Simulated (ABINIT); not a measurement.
Crystal: Al.

```
Al
1.0
     0.00000    2.02481    2.02481
     2.02481    0.00000    2.02481
     2.02481    2.02481    0.00000
Al
1
Direct
  0.00000 0.00000 0.00000
```

Base run:

| Quantity | Value |
| --- | --- |
| Program | ABINIT 10.8.3 (patched build) |
| Functional | HCTH407 |
| Potentials or basis | PseudoDojo NC SR PBE v0.4.1 standard |
| Cutoff | 544 eV |
| k mesh | 11 × 11 × 11 |
| Occupations | fermi-dirac, width 0.05 eV |
| Spin | no spin polarisation |

Its results: band gap on the k mesh none (metal or under the smearing width); pressure -12.2 GPa.

Task: After a change of settings the same cell gave: band gap on the k mesh none (metal or under the smearing width); pressure -10.7 GPa. Which change was it?
A. functional from HCTH407 to PBEsol; potentials or basis from PseudoDojo NC SR PBE v0.4.1 standard to JTH PAW PBE v2.0
B. functional from HCTH407 to LDA-PZ; potentials or basis from PseudoDojo NC SR PBE v0.4.1 standard to JTH PAW LDA v2.0
C. potentials or basis from PseudoDojo NC SR PBE v0.4.1 standard to JTH PAW PBE v2.0

Result: C.

Caveats: the potentials were made for another functional, which shifts forces and pressure (some runs); the PAW data sets were made with another functional, which shifts forces and pressure a little (some runs).

Not every run made on this cell is shown here.
